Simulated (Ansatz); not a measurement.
# Boron, bcc under revPBE: from relaxation to bulk modulus

The plan for boron in the bcc structure: relax it, solve it on a dense k-mesh, then scale the cell to 7 volumes from 88 to 112 % of the relaxed one and try a fit of the equation of state. Spin polarisation is left out. The k-meshes are 18×18×18 for the relaxation; 31×31×31 for the dense run; 21×21×21 for the volumes.

Computed with Ansatz 0.2.0 (DFT revPBE, plane waves (420 eV) with PAW, scalar-relativistic; the PAW data stem from PBE, with regenerated cores, unless a step says otherwise).

## (1) The starting structure

It takes space group Im-3m (No. 229, cubic). Conventional cell: a = 2.358 Å, b = 2.358 Å, c = 2.358 Å, α = 90.00°, β = 90.00°, γ = 90.00°. B (site symmetry m-3m) is surrounded by 8 B at 2.04 Å.

Structure file:

```xyz
1
Lattice="-1.1789 1.1789 1.1789 1.1789 -1.1789 1.1789 1.1789 1.1789 -1.1789" Properties=species:S:1:pos:R:3 pbc="T T T"
B     0.0000    0.0000    0.0000
```

## (2) Relaxation of the cell

The input, input.yaml:

```yaml
crystal:
  lattice:
    - [-1.1789190289, 1.1789190289, 1.1789190289]
    - [1.1789190289, -1.1789190289, 1.1789190289]
    - [1.1789190289, 1.1789190289, -1.1789190289]
  atoms:
    - { symbol: B, position: [0.0, 0.0, 0.0] }
hamiltonian:
  xc: revpbe
  pseudopotentials:
    kind: paw
    azcp:
      B: "pseudopotentials/B.paw.azcp"
basis:
  ecutwfc: 420
  fft_grid_basis: typed
kpoints:
  mp_grid: { grid: [18, 18, 18], shift: [0, 0, 0] }
magnetization:
  spin_polarized: false
scf:
  occupations: { method: fermi_dirac, width: 0.1 }
relax:
  max_steps: 60
  f_tol: 0.01
  cell: {}
```

The runs that follow: Single point on a dense mesh; At 88 % of the relaxed volume; At 92 % of the relaxed volume; At 96 % of the relaxed volume; At 100 % of the relaxed volume; At 104 % of the relaxed volume; At 108 % of the relaxed volume; At 112 % of the relaxed volume.

What does the calculation give? Wanted: space group; conventional cell; volume; shortest distance; gap on the mesh; relative to alpha-rhombohedral; V₀, B₀, B₀′.

The runs gave:

| quantity | value |
| --- | --- |
| space group (spins left aside) | Im-3m (No. 229) |
| conventional cell | a = 2.319 Å |
| volume | 6.234 Å³/atom |
| shortest distance | 2.008 Å |
| gap on the mesh | none (levels filled in part) |
| relative to alpha-rhombohedral (B12) | +1697 meV/atom |
| V₀, B₀, B₀′ | 6.226 Å³/atom, 215 GPa, 4.8 |

The relaxation shrank the cell by 4.9 % in volume. It lies 1697 meV/atom above the element's reference form at the same level (alpha-rhombohedral (B12), from a run of its own). Levels at the Fermi energy are filled in part, as in a metal. B₀ comes out at 215 GPa. The symmetry was held, so the structure may be unstable against distortions that break it.
